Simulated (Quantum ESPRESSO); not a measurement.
# GaN under changes of volume

One of the cells (9.735 Å³/atom); the others are scaled copies at fixed shape and fractional positions:

```
Ga N
1.0
     0.00000    2.13524    2.13524
     2.13524    0.00000    2.13524
     2.13524    2.13524    0.00000
Ga N
1 1
Direct
  0.00000 0.00000 0.00000
  0.50000 0.50000 0.50000
```

Measurements of this composition are mostly on another form, of space group No. 186.

- Program: Quantum ESPRESSO 7.5
- Functional: LDA
- Potentials or basis: GBRV 1.5 LDA
- Cutoff: 762 eV
- Density cutoff: 6095 eV
- k mesh: 11 × 11 × 11
- Occupations: fermi-dirac, width 0.05 eV
- Spin: no spin polarisation

| volume (Å³/atom) | energy over the lowest point (meV/atom) | pressure (GPa) | gap on the mesh (eV) |
| --- | --- | --- | --- |
| 9.151 | 0.00 | 0.7 | 0.72 |
| 9.346 | ? | ? | ? |
| 9.540 | 9.87 | -8.9 | 0.46 |
| 9.735 | 22.87 | -12.8 | 0.34 |
| 9.930 | 40.45 | -16.3 | 0.22 |
| 10.124 | 62.02 | -19.3 | 0.11 |
| 10.319 | 86.96 | -21.9 | none |

What does the run at 9.346 Å³/atom give?

Energy over the lowest point 2.03 meV/atom; pressure -4.4 GPa; gap on the mesh 0.59 eV.

Worked out: A Birch-Murnaghan fit of order 3 (a polynomial in V^(-2/3)) to the other rows has its minimum at 9.19 Å³/atom with B0 = V·E''(V) = 254 GPa and B' = 5.2. It gives 1.99 meV/atom at 9.346 Å³/atom, against the run's 2.03, and -dE/dV = -4.2 GPa, against -4.4.

Energies are extrapolated to zero smearing.

Caveats: an odd mesh through Γ misses points on the zone boundary, where band edges often lie (some runs). Spin-orbit coupling on Ga is left out.

A gap of «none» marks a metal or a gap under the smearing width.
